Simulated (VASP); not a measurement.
**HfC: relaxation of cell and atoms with PBEsol**

The system is HfC.

```xyz
2
Lattice="0.0000 2.4967 2.4967 2.4967 0.0000 2.4967 2.4967 2.4967 0.0000" Properties=species:S:1:pos:R:3 pbc="T T T"
Hf    0.0000    0.0000    0.0000
C     1.2484    1.2484    1.2484
```

The cell was built by a generator and needn't be a form met in nature.

- Program: VASP 6.6.1
- Task: relaxation of cell and atoms
- Functional: PBEsol
- Potentials or basis: VASP PAW PBE potentials, release 64 (Hf_pv, C)
- Cutoff: 600 eV
- k mesh: 6 × 6 × 6
- Occupations: fermi-dirac, width 0.05 eV
- Spin: no spin polarisation
- Dipole correction: no
- Further INCAR settings: ALGO = Normal; EDIFF = 1e-07; IBRION = 2; EDIFFG = -0.01; NSW = 80; ISIF = 3

* Relaxed volume: 15.54 Å³/atom
* Relaxed cell: a = 3.529 Å, b = 3.529 Å, c = 3.529 Å, α = 60.00°, β = 60.00°, γ = 60.00°
* Space group after relaxing (to 0.05 Å): F-43m (No. 216)
* Energy gained by relaxing: 0.0 meV/atom
* Ionic steps: 3
* Pressure after relaxing: 0.0 GPa
* Band gap on the k mesh: 0.26 eV, direct

Final structure:
```yaml
crystal:
  lattice:
    - [0.00000, 2.49571, 2.49571]
    - [2.49571, 0.00000, 2.49571]
    - [2.49571, 2.49571, 0.00000]
  atoms:
    - { symbol: Hf, position: [0.00000, 0.00000, 0.00000] }
    - { symbol: C, position: [0.25000, 0.25000, 0.25000] }
```

Levels at points of the mesh, in eV from the valence-band top:
| k point | band 5 | band 6 | band 7 | band 8 | band 9 | band 10 |
| --- | --- | --- | --- | --- | --- | --- |
| (0.00, 0.00, 0.00) | -2.37 | -2.37 | -2.37 | 3.34 | 3.63 | 3.63 |
| (0.50, 0.00, 0.00) | -3.04 | -1.75 | -1.75 | 3.98 | 4.42 | 4.42 |
| (0.50, 0.50, 0.00) | -4.29 | -0.05 | -0.05 | 0.42 | 4.49 | 5.37 |

It took 11 s on 1 thread of AMD EPYC 9R45 (Zen 5), on a shared host, peak memory 0.13 GiB.

Caveat: the PAW data sets were made with another functional, which shifts forces and pressure a little; spin-orbit coupling is left out, which moves the levels of the heavy elements. A k mesh can miss the band edges.
